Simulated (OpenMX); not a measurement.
Ge, 2 atoms in the cell. The structure is cubic, space group Fd-3m (No. 227). The conventional cell has a = 5.658 Å, b = 5.658 Å, c = 5.658 Å, α = 90.00°, β = 90.00°, γ = 90.00°. Ge (site symmetry -43m) has 4 Ge at 2.45 Å as nearest neighbours. 

```yaml
Program: OpenMX 3.8.5
Task: single point
Functional: PBE
Potentials_or_basis: OpenMX 2013 PBE set, Ge7.0-s2p2d1, grid cutoff 300 Ry
k_mesh: 9 × 9 × 9
Occupations: fermi-dirac, width 0.05 eV
Spin: no spin polarisation
Mixing_scheme: rmm-diisk
SCF_threshold: 1e-08 Ha
Solver: band
Max_SCF_cycles: 100
```

Potentials or basis: OpenMX 2013 PBE set, Ge7.0-s2p2d1, grid cutoff 300 Ry.

Command:

```console
$ openmx Ge.dat -nt 1 > Ge.std
```

Hardware: 1 thread of Intel(R) Xeon(R) Platinum 8375C CPU @ 2.90GHz (Ice Lake) (shared host).

Estimate the wall time of this run.

It took 56 s on 1 thread of Intel(R) Xeon(R) Platinum 8375C CPU @ 2.90GHz (Ice Lake), with other jobs on the host, peak memory 0.37 GiB. Counts: k points 365, basis 26, scf iterations 15.
